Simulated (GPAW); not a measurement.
ZrSe2:

```
Zr Se
1.0
     3.79800    0.00000    0.00000
    -1.89900    3.28916    0.00000
     0.00000    0.00000    6.19200
Zr Se
1 2
Direct
  0.00000 0.00000 0.00000
  0.66667 0.33333 0.75000
  0.33333 0.66667 0.25000
```

- Program: GPAW 26.7.0
- Task: relaxation of cell and atoms
- Functional: BLYP
- Dispersion: D3
- Potentials or basis: PAW data sets generated in the run's folder for this functional
- Cutoff: 600 eV
- Basis: pw
- k mesh: 6 × 6 × 3
- Occupations: fermi-dirac, width 0.05 eV
- Spin: no spin polarisation

At the start: pressure 3.4 GPa; volume 25.78 Å³/atom.

How do energy, volume and symmetry change on relaxing?

Over 31 steps the energy falls by 12.7 meV/atom and the volume is 26.70 Å³/atom (+3.5 %); space group P-3m1 (No. 164, to 0.05 Å).

Step by step:
```
step  energy change (eV)  largest force (eV/Å)  pressure (GPa)  volume (Å³)
   1              0.0000                0.4633            3.44        77.35
   2             -0.0124                0.3499            2.75        77.78
   3             -0.0277                0.1539            1.56        78.56
   4             -0.0348                0.0736            0.17        79.56
   5             -0.0315                0.2511           -1.00        80.52
   6             -0.0320                0.2397           -0.94        80.49
   7             -0.0330                0.2176           -0.84        80.42
   8             -0.0343                0.1855           -0.69        80.33
   9             -0.0356                0.1450           -0.50        80.21
  10             -0.0366                0.0978           -0.27        80.08
  11             -0.0373                0.0466           -0.04        79.95
  12             -0.0375                0.0050            0.19        79.82
  13             -0.0375                0.0048            0.19        79.82
  14             -0.0375                0.0044            0.19        79.82
  15             -0.0375                0.0039            0.18        79.83
  16             -0.0376                0.0033            0.18        79.84
  17             -0.0376                0.0025            0.17        79.84
  18             -0.0376                0.0016            0.16        79.85
  19             -0.0376                0.0005            0.15        79.86
  20             -0.0377                0.0006            0.14        79.88
  21             -0.0377                0.0022            0.12        79.89
  22             -0.0378                0.0038            0.10        79.91
  23             -0.0378                0.0054            0.08        79.93
  24             -0.0379                0.0071            0.05        79.96
  25             -0.0379                0.0086            0.03        79.98
  26             -0.0380                0.0095            0.00        80.01
  27             -0.0381                0.0092           -0.02        80.04
  28             -0.0381                0.0075           -0.04        80.07
  29             -0.0382                0.0039           -0.06        80.09
  30             -0.0382                0.0021           -0.06        80.10
  31             -0.0382                0.0095           -0.05        80.10
```

Final structure:
```
Zr Se
1.0
     3.86432    0.00000    0.00000
    -1.93216    3.34660    0.00000
     0.00000    0.00000    6.19359
Zr Se
1 2
Direct
  0.00000 0.00000 0.00000
  0.66667 0.33333 0.74786
  0.33333 0.66667 0.25214
```

Caveat: later steps reuse the first step's grids.
